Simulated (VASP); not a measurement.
Wanted: the native input for a VASP 6.6.1 run.

| Property | Result |
| --- | --- |
| Task | single point |
| Functional | PBE |
| Potentials or basis | VASP PAW PBE potentials, release 64 (B, As) |
| Cutoff | 520 eV |
| k mesh | 4 × 4 × 4 |
| Occupations | gaussian, width 0.02 eV |
| Spin | no spin polarisation |
| Further INCAR settings | ALGO = Normal; EDIFF = 1e-07; NBANDS = 11 |

The structure of BAs lies in POSCAR:

```
BAs                                     
1.0
    0.0000000000      2.3872141975      2.3872141975
    2.3872141975      0.0000000000      2.3872141975
    2.3872141975      2.3872141975      0.0000000000
  B               As            
     1     1
Direct
     0.0000000000000000    0.0000000000000000    0.0000000000000000
     0.2500000000000000    0.2500000000000000    0.2500000000000000
```

The cell isn't the ideal one: a relaxed cell with its volume scaled by 0.97.

The input as run:

INCAR

```
SYSTEM = BAs
PREC     = Accurate       ! precision mode
ENCUT    = 520            ! plane-wave cutoff, eV
EDIFF    = 1E-7           ! SCF threshold, eV
ISMEAR   = 0              ! smearing method
SIGMA    = 0.02           ! smearing width, eV
LREAL    = .False.        ! projectors in reciprocal space
LASPH    = .True.         ! aspherical terms in the spheres
NELM     = 60             ! most SCF steps
ALGO     = Normal         ! electronic algorithm
ISIF     = 2              ! what is computed and relaxed
LWAVE    = .False.        ! write WAVECAR
LCHARG   = .False.        ! write CHGCAR
GGA      = PE             ! functional
NBANDS   = 11             ! bands
```

KPOINTS

```
Automatic mesh
0
Gamma
  4 4 4
  0 0 0
```

Potentials or basis: VASP PAW PBE potentials, release 64 (B, As).

Launch:

```sh
$ cat potpaw_PBE.64/B/POTCAR potpaw_PBE.64/As/POTCAR > POTCAR
$ mpirun -np 1 vasp_std > vasp.out
```

It gave:

```yaml
Pressure: 4.3 GPa
Band_gap_on_the_k_mesh: 1.41 eV, indirect (least direct gap 3.26 eV)
```

Caveat: the k mesh is coarse (spacing up to 0.57 Å⁻¹), so the values aren't converged.

Run time: 3 s on 1 thread of Intel(R) Xeon(R) 6975P-C (Granite Rapids), on a shared host, peak memory 0.15 GiB.
